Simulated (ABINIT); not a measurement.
## AlP (F-43m): G0W0 in ABINIT against the plane-wave cutoff

Aim: move the plane-wave cutoff of a G0W0 run on AlP (F-43m) over a wide range.

Method: PBE and many-body steps on it, plane waves, in ABINIT 10.8.3.

The database entry behind the starting cell differs from later determinations by our own check (0.1 to 0.3 % short, probably kX units), so it need not match the best structure at ambient conditions.

**1. Set-up**

The structure is cubic, space group F-43m (No. 216). Conventional cell: a = 5.451 Å, b = 5.451 Å, c = 5.451 Å, α = 90.00°, β = 90.00°, γ = 90.00°. Nearest to Al lie 4 P at 2.36 Å. P has 4 Al at 2.36 Å nearest. Farther neighbours are not listed.

Structure file:

```cif
data_structure
_symmetry_space_group_name_H-M 'P 1'
_symmetry_Int_Tables_number 1
_cell_length_a 3.8544
_cell_length_b 3.8544
_cell_length_c 3.8544
_cell_angle_alpha 60.000
_cell_angle_beta 60.000
_cell_angle_gamma 60.000
_cell_volume 40.49
loop_
_atom_site_label
_atom_site_type_symbol
_atom_site_fract_x
_atom_site_fract_y
_atom_site_fract_z
_atom_site_occupancy
Al1 Al 0.00000 0.00000 0.00000 1
P2 P 0.25000 0.25000 0.25000 1
```

The cell and positions come from the Crystallography Open Database and are kept as given unless a step says otherwise.

**2. Empty states on the mesh, 4×4×4 mesh, 272 bands**

This step: ABINIT 10.8.3; DFT, PBE, plane waves, norm-conserving pseudopotentials.

The sums over transitions need many empty states on a uniform mesh; this step solves for them.

File run.abi:

```
acell 3*1.0 Angstrom
rprim 
  -0.000000000000 2.725500000000 2.725500000000
  2.725500000000 -0.000000000000 2.725500000000
  2.725500000000 2.725500000000 -0.000000000000
ntypat 2
znucl 13 15
natom 2
typat 1 2
xred 
  0.000000000000 0.000000000000 0.000000000000
  0.250000000000 0.250000000000 0.250000000000
pp_dirpath "pseudos"
pseudos "Al.upf, P.upf"
ecut 18
ngkpt 4 4 4
nshiftk 1
shiftk 0 0 0
kptopt 1
chksymbreak 0
irdden 1
istwfk *1
nband 272
prtvol 0
optdriver 6
gwr_task "HDIAGO"
paral_kgb 0
occopt 1
indata_prefix "in"
outdata_prefix "out"
tmpdata_prefix "tmp"
```

The run is started by

```
$ OMP_NUM_THREADS=1 mpirun -n 4 abinit run.abi > log
```

What it wrote:

```text
.Version 10.8.3 of ABINIT. v10.8.2 released Aug 2026.

 Symmetries : space group F-4 3 m (#216); Bravais cF (face-center cubic)
[... echo of the input left out ...]
== DATASET  1 ==================================================================
-   mpi_nproc: 4, omp_nthreads: 1 (-1 if OMP is not activated)

--- !DatasetInfo
iteration_state: {dtset: 1, }
dimensions: {natom: 2, nkpt: 8, mband: 272, nsppol: 1, nspinor: 1, nspden: 1, mpw: 1008, }
cutoff_energies: {ecut:  18.0, pawecutdg:  -1.0, }
[...]
Indirect band gap semiconductor
 Fundamental gap:     1.564 (eV)
   VBM:     3.875 (eV) at k: [ 0.0000E+00,  0.0000E+00,  0.0000E+00]
   CBM:     5.439 (eV) at k: [ 5.0000E-01,  5.0000E-01,  0.0000E+00]
 Direct gap:         3.325 (eV) at k: [ 0.0000E+00,  0.0000E+00,  0.0000E+00]

== END DATASET(S) ==============================================================
================================================================================

 -outvars: echo values of variables after computation  --------
           etotal      0.0000000000E+00
            nband         272
             nkpt           8
          spgroup         216
 [... the other variables as echoed above ...]

 Calculation completed.
```

Run time: 4.8 s. Hardware: 4 MPI ranks of Arm Neoverse V1, shared host; peak memory 0.45 GiB.

Numbers from this step:

- gap: 1.564 eV
- k of the valence top: 0, 0, 0
- k of the conduction bottom: 0.5, 0.5, 0
- least direct gap: 3.325 eV
- k points computed: 8
- lowest point of the top converged band, above the valence top: 186.3598 eV

On this mesh the gap is 1.564 eV.

The density comes from a self-consistent run that is not shown.

**3. Empty states on the mesh, 4×4×4 mesh, 77 bands**

Changes to run.abi since step 2:

```diff
@@ -14,3 +14,3 @@
 pseudos "Al.upf, P.upf"
-ecut 18
+ecut 11
 ngkpt 4 4 4
@@ -22,3 +22,3 @@
 istwfk *1
-nband 272
+nband 77
 prtvol 0
```

What it wrote:

```text
[banner, memory and clock lines left out]
.Version 10.8.3 of ABINIT. v10.8.2 released Aug 2026.

 Symmetries : space group F-4 3 m (#216); Bravais cF (face-center cubic)
[... echo of the input left out ...]
== DATASET  1 ==================================================================
-   mpi_nproc: 4, omp_nthreads: 1 (-1 if OMP is not activated)

--- !DatasetInfo
iteration_state: {dtset: 1, }
dimensions: {natom: 2, nkpt: 8, mband: 77, nsppol: 1, nspinor: 1, nspden: 1, mpw: 531, }
cutoff_energies: {ecut:  11.0, pawecutdg:  -1.0, }
[...]
Integrated=    8.0000E+00

 === KS gaps after direct diagonalization ===
 Indirect band gap semiconductor
 Fundamental gap:     1.582 (eV)
   VBM:     3.881 (eV) at k: [ 0.0000E+00,  0.0000E+00,  0.0000E+00]
   CBM:     5.463 (eV) at k: [ 5.0000E-01,  5.0000E-01,  0.0000E+00]
 Direct gap:         3.329 (eV) at k: [ 0.0000E+00,  0.0000E+00,  0.0000E+00]

== END DATASET(S) ==============================================================

 -outvars: echo values of variables after computation  --------
           etotal      0.0000000000E+00
            nband          77
             nkpt           8
          spgroup         216
 [... the other variables as echoed above ...]

 Calculation completed.
```

It took 2.4 s on 4 MPI ranks; peak memory 0.08 GiB.

Numbers from this step:

```yaml
gap: 1.582 eV
k_of_the_valence_top: 0, 0, 0
k_of_the_conduction_bottom: 0.5, 0.5, 0
least_direct_gap: 3.329 eV
k_points_computed: 8
lowest_point_of_the_top_converged_band_above_the_valence_top: 68.4994 eV
```

On this mesh the gap is 1.582 eV.

**4. Empty states on the mesh, 4×4×4 mesh, 77 bands**

Changes to run.abi since step 3:

```diff
@@ -14,3 +14,3 @@
 pseudos "Al.upf, P.upf"
-ecut 11
+ecut 14
 ngkpt 4 4 4
```

What it wrote:

```text
[banner, memory and clock lines left out]
.Version 10.8.3 of ABINIT. v10.8.2 released Aug 2026.

 Symmetries : space group F-4 3 m (#216); Bravais cF (face-center cubic)
[... echo of the input left out ...]
== DATASET  1 ==================================================================
-   mpi_nproc: 4, omp_nthreads: 1 (-1 if OMP is not activated)

--- !DatasetInfo
iteration_state: {dtset: 1, }
dimensions: {natom: 2, nkpt: 8, mband: 77, nsppol: 1, nspinor: 1, nspden: 1, mpw: 701, }
cutoff_energies: {ecut:  14.0, pawecutdg:  -1.0, }
[...]
Integrated=    8.0000E+00

 === KS gaps after direct diagonalization ===
 Indirect band gap semiconductor
 Fundamental gap:     1.566 (eV)
   VBM:     3.878 (eV) at k: [ 0.0000E+00,  0.0000E+00,  0.0000E+00]
   CBM:     5.444 (eV) at k: [ 5.0000E-01,  5.0000E-01,  0.0000E+00]
 Direct gap:         3.324 (eV) at k: [ 0.0000E+00,  0.0000E+00,  0.0000E+00]

== END DATASET(S) ==============================================================

 -outvars: echo values of variables after computation  --------
           etotal      0.0000000000E+00
            nband          77
             nkpt           8
          spgroup         216
 [... the other variables as echoed above ...]

 Calculation completed.
```

Wall time 3.1 s (4 MPI ranks); peak memory 0.25 GiB.

This step gave:

```
gap                                                           : 1.566 eV
k of the valence top                                          : 0, 0, 0
k of the conduction bottom                                    : 0.5, 0.5, 0
least direct gap                                              : 3.324 eV
k points computed                                             : 8
lowest point of the top converged band, above the valence top : 68.4548 eV
```

On this mesh the gap is 1.566 eV.

**5. Empty states on the mesh, 4×4×4 mesh, 77 bands**

Changes to run.abi since step 4:

```diff
@@ -14,3 +14,3 @@
 pseudos "Al.upf, P.upf"
-ecut 14
+ecut 22
 ngkpt 4 4 4
```

What it wrote:

```text
[banner, memory and clock lines left out]
.Version 10.8.3 of ABINIT. v10.8.2 released Aug 2026.

 Symmetries : space group F-4 3 m (#216); Bravais cF (face-center cubic)
[... echo of the input left out ...]
== DATASET  1 ==================================================================
-   mpi_nproc: 4, omp_nthreads: 1 (-1 if OMP is not activated)

--- !DatasetInfo
iteration_state: {dtset: 1, }
dimensions: {natom: 2, nkpt: 8, mband: 77, nsppol: 1, nspinor: 1, nspden: 1, mpw: 1363, }
cutoff_energies: {ecut:  22.0, pawecutdg:  -1.0, }
[...]
Integrated=    8.0000E+00

 === KS gaps after direct diagonalization ===
 Indirect band gap semiconductor
 Fundamental gap:     1.563 (eV)
   VBM:     3.875 (eV) at k: [ 0.0000E+00,  0.0000E+00,  0.0000E+00]
   CBM:     5.438 (eV) at k: [ 5.0000E-01,  5.0000E-01,  0.0000E+00]
 Direct gap:         3.325 (eV) at k: [ 0.0000E+00,  0.0000E+00,  0.0000E+00]

== END DATASET(S) ==============================================================

 -outvars: echo values of variables after computation  --------
           etotal      0.0000000000E+00
            nband          77
             nkpt           8
          spgroup         216
 [... the other variables as echoed above ...]

 Calculation completed.
```

Run time: 6.4 s. Hardware: 4 MPI ranks; peak memory 0.66 GiB.

This step gave:

```yaml
gap: 1.563 eV
k_of_the_valence_top: 0, 0, 0
k_of_the_conduction_bottom: 0.5, 0.5, 0
least_direct_gap: 3.325 eV
k_points_computed: 8
lowest_point_of_the_top_converged_band_above_the_valence_top: 68.3844 eV
```

On this mesh the gap is 1.563 eV.

**6. Screening, 4×4×4 mesh, 69 bands, screening to 130.6 eV**

The RPA dielectric matrix is built and inverted for each q.

This step: RPA screening on PBE, plane waves, norm-conserving pseudopotentials.

Changes to run.abi since step 5:

```diff
@@ -14,3 +14,3 @@
 pseudos "Al.upf, P.upf"
-ecut 22
+ecut 11
 ngkpt 4 4 4
@@ -20,10 +20,11 @@
 chksymbreak 0
-irdden 1
 istwfk *1
-nband 77
-prtvol 0
-optdriver 6
-gwr_task "HDIAGO"
-paral_kgb 0
 occopt 1
+irdwfk 1
+optdriver 3
+nband 69
+ecuteps 4.8
+inclvkb 2
+awtr 1
+symchi 1
 indata_prefix "in"
```

What it wrote:

```text
.Version 10.8.3 of ABINIT. v10.8.2 released Aug 2026.

 Symmetries : space group F-4 3 m (#216); Bravais cF (face-center cubic)
[... echo of the input left out ...]
== DATASET  1 ==================================================================
-   mpi_nproc: 4, omp_nthreads: 1 (-1 if OMP is not activated)

--- !DatasetInfo
iteration_state: {dtset: 1, }
dimensions: {natom: 2, nkpt: 8, mband: 69, nsppol: 1, nspinor: 1, nspden: 1, mpw: 531, }
cutoff_energies: {ecut:  11.0, pawecutdg:  -1.0, }
electrons: {nelect:   8.00000000E+00, charge:   0.00000000E+00, occopt:   1.00000000E+00, tsmear:   1.00000000E-02, }

 SCREENING: Calculation of the susceptibility and dielectric matrices

 Based on a program developped by R.W. Godby, V. Olevano, G. Onida, and L. Reining.
 Incorporated in ABINIT by V. Olevano, G.-M. Rignanese, and M. Torrent.
.Using double precision arithmetic ; gwpc =  8

[... cell and pseudopotentials left out ...]
--------------------------------------------------------------------------------

 ==== K-mesh for the wavefunctions ====
 Number of points in the irreducible wedge :     8
[... list of points left out ...]
 Together with 24 symmetry operations and time-reversal symmetry
 yields    64 points in the full Brillouin Zone.

 ==== Q-mesh for the screening function ====
 Number of points in the irreducible wedge :     8
[... list of points left out ...]
 Together with 24 symmetry operations and time-reversal symmetry
 yields    64 points in the full Brillouin Zone.

 setmesh: FFT mesh size selected  =    18x   18x   18
          total number of points  =         5832

 vcoul_init : cutoff-mode = AUXILIARY_FUNCTION
 q-points for optical limit:   1
     1)      0.000010    0.000020    0.000030

- screening: taking advantage of time-reversal symmetry
- Maximum band index for partially occupied states nbvw = 4
- Remaining bands to be divided among processors   nbcw = 65
- Number of bands treated by each node ~16

 Number of electrons calculated from density =    8.0000; Expected =    8.0000
 average of density, n =  0.029277
 r_s =    2.0128
 omega_plasma =   16.5051 [eV]

 calculating chi0 at frequencies [eV] :
  1    0.000000E+00    0.000000E+00
  2    0.000000E+00    1.650509E+01

--------------------------------------------------------------------------------
  q-point number  1        q = ( 0.000000, 0.000000, 0.000000) [r.l.u.]
--------------------------------------------------------------------------------
[... chi0 elements left out ...]
 For q-point:  0.000010 0.000020 0.000030
  dielectric constant =  10.6339
  dielectric constant without local fields =  12.1085

  Average fulfillment of the sum rule on Im[epsilon] for q-point    1 :     82.90  [%]
[... wings left out ...]
  q-point number  2        q = ( 0.250000, 0.000000, 0.000000) [r.l.u.]
--------------------------------------------------------------------------------
[... chi0 elements left out ...]
  Average fulfillment of the sum rule on Im[epsilon] for q-point    2 :     89.07  [%]

 [... 6 further q-points ...]
```

It took 4 s on 4 MPI ranks; peak memory 0.29 GiB; 16 s of CPU time.

Numbers from this step:

* ε∞ with local fields, on this mesh, along the program's q direction: 10.63
* the same without local fields: 12.11
* plasma frequency: 16.51 eV
* plane waves in the screening matrix: 137

Local fields lower ε∞ by 12 %. On a Γ-centred mesh this coarse the value itself is usually too large, while a short band sum pulls it down.

**7. 11 Ha**

This step: G0W0 on PBE, plane waves, norm-conserving pseudopotentials.

Changes to run.abi since step 6:

```diff
@@ -23,8 +23,17 @@
 irdwfk 1
-optdriver 3
+optdriver 4
 nband 69
+gwcalctyp 0
+ecutsigx 11
+symsigma 1
+nkptgw 2
+kptgw 
+  0.0000000000 0.0000000000 0.0000000000
+  0.5000000000 0.5000000000 0.0000000000
+bdgw 
+  2 8
+  3 6
 ecuteps 4.8
-inclvkb 2
-awtr 1
-symchi 1
+irdscr 1
+ppmodel 1
 indata_prefix "in"
```

What it wrote:

```text
.Version 10.8.3 of ABINIT. v10.8.2 released Aug 2026.

 Symmetries : space group F-4 3 m (#216); Bravais cF (face-center cubic)
[... echo of the input left out ...]
== DATASET  1 ==================================================================
-   mpi_nproc: 4, omp_nthreads: 1 (-1 if OMP is not activated)

--- !DatasetInfo
iteration_state: {dtset: 1, }
dimensions: {natom: 2, nkpt: 8, mband: 69, nsppol: 1, nspinor: 1, nspden: 1, mpw: 531, }
cutoff_energies: {ecut:  11.0, pawecutdg:  -1.0, }
electrons: {nelect:   8.00000000E+00, charge:   0.00000000E+00, occopt:   1.00000000E+00, tsmear:   1.00000000E-02, }

 SIGMA: Calculation of the GW corrections

 Based on a program developped by R.W. Godby, V. Olevano, G. Onida, and L. Reining.
 Incorporated in ABINIT by V. Olevano, G.-M. Rignanese, and M. Torrent.
.Using double precision arithmetic ; gwpc =  8

[... cell and pseudopotentials left out ...]
--------------------------------------------------------------------------------

 ==== K-mesh for the wavefunctions ====
 Number of points in the irreducible wedge :     8
[... list of points left out ...]
 Together with 24 symmetry operations and time-reversal symmetry
 yields    64 points in the full Brillouin Zone.

 ==== Q-mesh for screening function ====
 Number of points in the irreducible wedge :     8
[... list of points left out ...]
 Together with 24 symmetry operations and time-reversal symmetry
 yields    64 points in the full Brillouin Zone.

 vcoul_init : cutoff-mode = AUXILIARY_FUNCTION
 q-points for optical limit:   1
     1)      0.000010    0.000020    0.000030
 setmesh: FFT mesh size selected  =    24x   24x   24
          total number of points  =        13824

 Number of electrons calculated from density =    8.0000; Expected =    8.0000
 average of density, n =  0.029277
 r_s =    2.0128
 omega_plasma =   16.5051 [eV]

 === KS Band Gaps ===
  >>>> For spin  1
   Minimum direct gap =   3.3286 [eV], located at k-point      :   0.0000  0.0000  0.0000
   Fundamental gap    =   1.5819 [eV], Top of valence bands at :   0.0000  0.0000  0.0000
                                       Bottom of conduction at :   0.5000  0.5000  0.0000
 SIGMA fundamental parameters:
 PLASMON POLE MODEL  1
 number of plane-waves for SigmaX                  531
 number of plane-waves for SigmaC and W            137
 number of plane-waves for wavefunctions           531
 number of bands                                    69
 number of independent spin polarizations            1
 number of spinorial components                      1
 number of k-points in IBZ                           8
 number of q-points in IBZ                           8
 number of symmetry operations                      24
 number of k-points in BZ                           64
 number of q-points in BZ                           64
 number of frequencies for dSigma/dE                 9
 frequency step for dSigma/dE [eV]                0.25
 number of omega for Sigma on real axis              0
 max omega for Sigma on real axis  [eV]           0.00
 zcut for avoiding poles [eV]                     0.10

 EPSILON^-1 parameters (SCR file):
 dimension of the eps^-1 matrix on file            137
 dimension of the eps^-1 matrix used               137
 number of plane-waves for wavefunctions           531
 number of bands                                    69
 number of q-points in IBZ                           8
 number of frequencies                               2
 number of real frequencies                          1
 number of imag frequencies                          1

 matrix elements of self-energy operator (all in [eV])

 Perturbative Calculation

--- !SelfEnergy_ee
iteration_state: {dtset: 1, }
kpoint     : [   0.000,    0.000,    0.000, ]
spin       : 1
KS_gap     :    3.329
QP_gap     :    4.210
Delta_QP_KS:    0.882
data: !SigmaeeData |
     Band     E0 <VxcDFT>   SigX SigC(E0)      Z dSigC/dE  Sig(E)    E-E0       E
        2   3.881 -11.917 -14.197   1.524   0.768  -0.303 -12.497  -0.580   3.301
        3   3.881 -11.917 -14.197   1.524   0.768  -0.303 -12.497  -0.580   3.301
        4   3.881 -11.917 -14.197   1.524   0.768  -0.303 -12.497  -0.580   3.301
        5   7.210 -10.062  -5.456  -4.220   0.781  -0.281  -9.761   0.302   7.511
        6   8.476  -9.546  -4.914  -4.197   0.779  -0.284  -9.207   0.339   8.815
        7   8.476  -9.546  -4.914  -4.197   0.779  -0.284  -9.207   0.339   8.815
        8   8.476  -9.546  -4.914  -4.197   0.779  -0.284  -9.207   0.339   8.815

--- !SelfEnergy_ee
iteration_state: {dtset: 1, }
kpoint     : [   0.500,    0.500,    0.000, ]
spin       : 1
KS_gap     :    3.693
QP_gap     :    4.537
Delta_QP_KS:    0.844
data: !SigmaeeData |
     Band     E0 <VxcDFT>   SigX SigC(E0)      Z dSigC/dE  Sig(E)    E-E0       E
        3   1.770 -10.977 -14.082   2.158   0.757  -0.321 -11.694  -0.717   1.053
        4   1.770 -10.977 -14.082   2.158   0.757  -0.321 -11.694  -0.717   1.053
        5   5.463  -8.279  -4.487  -3.633   0.796  -0.256  -8.152   0.127   5.590
        6   6.363  -8.995  -4.949  -3.704   0.792  -0.263  -8.724   0.271   6.634

== END DATASET(S) ==============================================================
================================================================================

 -outvars: echo values of variables after computation  --------
           etotal      0.0000000000E+00
            nband          69
             nkpt           8
          spgroup         216
 [... the other variables as echoed above ...]

 Calculation completed.
```

Run time: 3.9 s. Hardware: 4 MPI ranks; peak memory 0.32 GiB.

Numbers from this step:

| Property | Result |
| --- | --- |
| G0W0 gap on the points computed | 2.289 eV |
| starting gap on the mesh | 1.582 eV |
| k of the valence top | 0, 0, 0 |
| k of the conduction bottom | 0.5, 0.5, 0 |
| Z at the valence top | 0.768 |
| Z at the conduction bottom | 0.796 |
| least direct G0W0 gap on the computed points | 4.21 eV |

(Continued in part 2 of 2.)

[Paths, hosts, dates, memory and timing lines, banners, echoed tables and standing remarks are left out of the program output.]

[Logs are printed without paths, hosts, clocks, repeated set-up lines and the standing remarks that a program may print on its own settings, such as how far it seeks lower states.]

[Runs of the session that timed out or met a known fault of the program may be left out.]

[Hosts, paths, dates, database ids (printed as entryN), source tags and the programs' standing remarks are cut or masked in the printed files.]

[G0W0 gaps are taken among the corrected bands and points alone; a level outside them can change the order at an edge.]

[Where Ansatz stands beside ABINIT at settings called matched, ABINIT's density can come from a denser mesh and the files from another edition; pairs whose starting gaps differed by over 0.03 eV were left out, so agreement reads better than it is.]
